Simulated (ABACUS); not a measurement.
Te2Mo:

```xyz
6
Lattice="3.5182 0.0000 0.0000 -1.7591 3.0469 0.0000 0.0000 0.0000 13.9736" Properties=species:S:1:pos:R:3 pbc="T T T"
Te    1.7591    1.0156    5.2960
Te    0.0000    2.0312   12.2828
Te    1.7591    1.0156    1.6908
Te    0.0000    2.0312    8.6776
Mo    1.7591    1.0156   10.4802
Mo    0.0000    2.0312    3.4934
```

Base run:

```yaml
Program: ABACUS 3.10.1
Functional: PBEsol
Potentials_or_basis: PseudoDojo NC SR 0.4.1 PBEsol standard
Cutoff: 1129 eV
Density_cutoff: 4517 eV
Basis: plane waves
k_mesh: 9 × 9 × 2
Occupations: fermi-dirac, width 0.05 eV
Spin: no spin polarisation
```

Its results: band gap on the k mesh 0.74 eV, indirect (least direct gap 1.04 eV); pressure -0.6 GPa; largest force 0.023 eV/Å.

Q: The run is repeated on the same cell with these changes: potentials or basis from PseudoDojo NC SR 0.4.1 PBEsol standard to SPMS ONCV 1.0 PBE; k mesh from 9 × 9 × 2 to 7 × 7 × 2. What comes out?

A: Band gap on the k mesh 0.81 eV, indirect (least direct gap 1.26 eV); pressure -0.8 GPa; largest force 0.040 eV/Å.

Caveats: spin-orbit coupling is left out, which moves the levels of the heavy elements; an odd mesh through Γ misses points on the zone boundary, where band edges often lie; this functional lacks dispersion, which binds the layers, so the pressure and a relaxed spacing across them are unreliable; the potentials were made for another functional, which shifts forces and pressure (some runs).
